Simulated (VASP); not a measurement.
Write the native input for VASP 6.6.1 that does the following.

```
Task                   : single point
Functional             : PBE
Dispersion             : D3
Potentials or basis    : VASP PAW PBE potentials, release 64 (Nd_3), 4f in core
Cutoff                 : 600 eV
k mesh                 : 7 × 7 × 7
Occupations            : methfessel-paxton, width 0.1 eV
Spin                   : collinear spin, ferromagnetic start
Starting moments       : [3.0, 3.0] μB
Hubbard terms          : Nd f U = 7 eV
Further INCAR settings : ALGO = Normal; EDIFF = 1e-07; NBANDS = 22
```

The structure of Nd lies in Nd.cif:

```cif
data_Nd
_cell_length_a 4.15094006
_cell_length_b 4.15094006
_cell_length_c 4.15094006
_cell_angle_alpha 90.00000000
_cell_angle_beta 90.00000000
_cell_angle_gamma 90.00000000
_space_group_name_H-M_alt 'Im-3m'
_space_group_name_Hall '-I 4 2 3'
_space_group_IT_number 229
loop_
_space_group_symop_operation_xyz
'x,y,z'
'-x,-y,-z'
'-y,x,z'
'y,-x,-z'
'-x,-y,z'
'x,y,-z'
'y,-x,z'
'-y,x,-z'
'x,-y,-z'
'-x,y,z'
'-y,-x,-z'
'y,x,z'
'-x,y,-z'
'x,-y,z'
'y,x,-z'
'-y,-x,z'
'z,x,y'
'-z,-x,-y'
'z,-y,x'
'-z,y,-x'
'z,-x,-y'
'-z,x,y'
'z,y,-x'
'-z,-y,x'
'-z,x,-y'
'z,-x,y'
'-z,-y,-x'
'z,y,x'
'-z,-x,y'
'z,x,-y'
'-z,y,x'
'z,-y,-x'
'y,z,x'
'-y,-z,-x'
'x,z,-y'
'-x,-z,y'
'-y,z,-x'
'y,-z,x'
'-x,z,y'
'x,-z,-y'
'-y,-z,x'
'y,z,-x'
'-x,-z,-y'
'x,z,y'
'y,-z,-x'
'-y,z,x'
'x,-z,y'
'-x,z,-y'
'x+1/2,y+1/2,z+1/2'
'-x+1/2,-y+1/2,-z+1/2'
'-y+1/2,x+1/2,z+1/2'
'y+1/2,-x+1/2,-z+1/2'
'-x+1/2,-y+1/2,z+1/2'
'x+1/2,y+1/2,-z+1/2'
'y+1/2,-x+1/2,z+1/2'
'-y+1/2,x+1/2,-z+1/2'
'x+1/2,-y+1/2,-z+1/2'
'-x+1/2,y+1/2,z+1/2'
'-y+1/2,-x+1/2,-z+1/2'
'y+1/2,x+1/2,z+1/2'
'-x+1/2,y+1/2,-z+1/2'
'x+1/2,-y+1/2,z+1/2'
'y+1/2,x+1/2,-z+1/2'
'-y+1/2,-x+1/2,z+1/2'
'z+1/2,x+1/2,y+1/2'
'-z+1/2,-x+1/2,-y+1/2'
'z+1/2,-y+1/2,x+1/2'
'-z+1/2,y+1/2,-x+1/2'
'z+1/2,-x+1/2,-y+1/2'
'-z+1/2,x+1/2,y+1/2'
'z+1/2,y+1/2,-x+1/2'
'-z+1/2,-y+1/2,x+1/2'
'-z+1/2,x+1/2,-y+1/2'
'z+1/2,-x+1/2,y+1/2'
'-z+1/2,-y+1/2,-x+1/2'
'z+1/2,y+1/2,x+1/2'
'-z+1/2,-x+1/2,y+1/2'
'z+1/2,x+1/2,-y+1/2'
'-z+1/2,y+1/2,x+1/2'
'z+1/2,-y+1/2,-x+1/2'
'y+1/2,z+1/2,x+1/2'
'-y+1/2,-z+1/2,-x+1/2'
'x+1/2,z+1/2,-y+1/2'
'-x+1/2,-z+1/2,y+1/2'
'-y+1/2,z+1/2,-x+1/2'
'y+1/2,-z+1/2,x+1/2'
'-x+1/2,z+1/2,y+1/2'
'x+1/2,-z+1/2,-y+1/2'
'-y+1/2,-z+1/2,x+1/2'
'y+1/2,z+1/2,-x+1/2'
'-x+1/2,-z+1/2,-y+1/2'
'x+1/2,z+1/2,y+1/2'
'y+1/2,-z+1/2,-x+1/2'
'-y+1/2,z+1/2,x+1/2'
'x+1/2,-z+1/2,y+1/2'
'-x+1/2,z+1/2,-y+1/2'
loop_
_atom_site_label
_atom_site_type_symbol
_atom_site_symmetry_multiplicity
_atom_site_Wyckoff_symbol
_atom_site_fract_x
_atom_site_fract_y
_atom_site_fract_z
_atom_site_occupancy
Nd1 Nd 2 a 0.0000000000 0.0000000000 0.0000000000 1
```

The structure of Nd lies in POSCAR:

```
Nd
 1.0000000000000000
     4.1509400599999999    0.0000000000000000    0.0000000000000000
     0.0000000000000000    4.1509400599999999    0.0000000000000000
     0.0000000000000000    0.0000000000000000    4.1509400599999999
 Nd 
   2
Cartesian
  0.0000000000000000  0.0000000000000000  0.0000000000000000
  2.0754700300000000  2.0754700300000000  2.0754700300000000
```

This isn't the form of Nd at room conditions, which is double hcp.

The input as run:

INCAR

```
PREC = Accurate
ENCUT = 600
EDIFF = 1E-7
ISMEAR = 1
SIGMA = 0.1
LREAL = False
LASPH = True
NELM = 100
ALGO = Normal
ISIF = 2
LWAVE = False
LCHARG = False
ISPIN = 2
MAGMOM = 3 3
LORBIT = 11
LMAXMIX = 6
LDAU = True
LDAUTYPE = 2
LDAUL = 3
LDAUU = 7
LDAUJ = 0
LDAUPRINT = 1
GGA = PE
IVDW = 11
NBANDS = 22
```

KPOINTS

```
regular mesh
0
Gamma
  7 7 7
```

Potentials or basis: VASP PAW PBE potentials, release 64 (Nd_3), 4f in core.

The run is started by

```console
$ ase convert -i cif -o vasp Nd.cif POSCAR
$ cat potpaw_PBE.64/Nd_3/POTCAR > POTCAR
$ mpirun -np 1 vasp_std > vasp.out
```

Results of the run:

The pressure is -1.9 GPa. The band gap on the k mesh is none (metal or under the smearing width). The net moment is 1.03 μB per cell. The site moments are Nd +0.25 μB, the valence electrons inside the program's atomic spheres are Nd 8.88 and the dispersion energy per atom is -0.274 eV.

Caveat: the magnetic or orbital state may not be the lowest; U is put on an f shell that these potentials keep in the core, so it has next to no effect; spin-orbit coupling is left out, which moves the levels of the heavy elements; the 4f electrons are frozen in the core as for a trivalent ion, so they carry no moment and show no levels; pairwise dispersion overbinds metals, which lowers pressure and volume.

Run time: 51 s on 1 thread of AMD EPYC 9R45 (Zen 5), with other jobs on the host, peak memory 0.24 GiB.
